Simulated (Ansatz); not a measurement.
Write the native input for Ansatz 0.2.0 that does the following.

| Quantity | Value |
| --- | --- |
| Task | relaxation of cell and atoms |
| Functional | PBEsol |
| Potentials or basis | Ansatz PAW |
| Cutoff | 420 eV (not typed: the program's choice for these potentials) |
| k mesh | 10 × 10 × 10 |
| Occupations | fermi-dirac, width 0.05 eV |
| Spin | no spin polarisation |
| Target pressure | 20 GPa |
| Target pressure (GPa) | 20 |

Lu:

```
Lu
1.0
    -1.95411    1.95411    1.95411
     1.95411   -1.95411    1.95411
     1.95411    1.95411   -1.95411
Lu
1
Direct
  0.00000 0.00000 0.00000
```

This isn't the form of Lu at room conditions, which is hcp.

The input as run:

input.yaml

```yaml
crystal:
  lattice:
    - [-1.9541071088, 1.9541071088, 1.9541071088]
    - [1.9541071088, -1.9541071088, 1.9541071088]
    - [1.9541071088, 1.9541071088, -1.9541071088]
  atoms:
    - { symbol: Lu, position: [0.0, 0.0, 0.0] }
hamiltonian:
  xc: pbesol
  pseudopotentials: { kind: paw }
kpoints:
  mp_grid: { grid: [10, 10, 10] }
scf:
  occupations: { method: fermi_dirac, width: 0.05 }
output:
  forces: true
  stress: true
  eigenvalues: true
  write_density: true
  write_potential: true
  elf: true
  volumetric_format: npy
relax:
  f_tol: 0.01
  max_steps: 40
  cell: { stress_tol: 0.05, p_target: 20.0 }
```

Potentials or basis: Ansatz PAW.

The run is started by

```bash
$ ansatz run input.yaml --threads 2 --pin off --max-ram 5632MiB --backend cpu --events-out ev --progress --plain --runs-dir out
```

Results of the run:

| Item | Value |
| --- | --- |
| Relaxed volume | 21.08 Å³/atom |
| Relaxed cell | a = 3.014 Å, b = 3.014 Å, c = 3.014 Å, α = 109.47°, β = 109.47°, γ = 109.47° |
| Space group after relaxing (to 0.05 Å) | Im-3m (No. 229) |
| Energy change on relaxing (the enthalpy is what falls) | +328.8 meV/atom |
| Ionic steps | 8 |
| Pressure after relaxing | 20.0 GPa |
| Band gap on the k mesh | none (metal or under the smearing width) |

Caveat: the volume moved by over 15 % at a fixed basis, so the end points are rough; the plane-wave basis is chosen anew once the cell has moved, so the energies of steps on either side of that aren't comparable; the PAW data sets come from PBE, with cores solved anew for the run's functional, which leaves a small shift of forces and pressure.

It took 7.3 s on 2 threads of Arm Neoverse V2 (shared host), peak memory 0.31 GiB.
